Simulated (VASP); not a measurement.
Sn:

```
Sn
1.0
    -1.66644    1.70779    2.18280
     1.79387   -1.85892    2.39165
     1.69371    1.88544   -2.29756
Sn
1
Direct
  0.00000 0.00000 0.00000
```

This isn't the form of Sn at room conditions, which is tetragonal (white tin).

The cell isn't the ideal one: cell sheared at random, sigma 0.06, atoms nudged by 0.01 Å.

| Item | Value |
| --- | --- |
| Program | VASP 6.6.1 |
| Task | relaxation of cell and atoms |
| Functional | PBE |
| Potentials or basis | VASP PAW PBE potentials, release 64 (Sn_d) |
| Cutoff | 600 eV |
| k mesh | 10 × 9 × 10 |
| Occupations | methfessel-paxton, width 0.2 eV |
| Spin | no spin polarisation |

At the start: pressure -0.8 GPa; volume 28.61 Å³/atom.

**Question.** How do energy, volume and symmetry change on relaxing?

**Answer.** Over 9 steps the energy falls by 20.0 meV/atom and the volume is 27.88 Å³/atom (-2.6 %); space group Fmmm (No. 69, to 0.05 Å).

The path:
```csv
step,energy change (eV),largest force (eV/Å),pressure (GPa),volume (Å³)
1,0.0000,0.0000,-0.75,28.61
2,-0.0126,0.0000,-0.11,28.05
3,-0.0169,0.0000,1.35,27.14
4,-0.0182,0.0000,0.86,27.43
5,-0.0199,0.0000,-0.18,27.98
6,-0.0200,0.0000,0.00,27.86
7,-0.0200,0.0000,0.03,27.85
8,-0.0200,0.0000,0.03,27.87
9,-0.0200,0.0000,0.00,27.88
```

Final structure:
```
Sn
1.0
    -1.72524    1.73443    2.26109
     1.72599   -1.74025    2.26128
     1.77494    1.78778   -2.26371
Sn
1
Direct
  0.00000 0.00000 0.00000
```
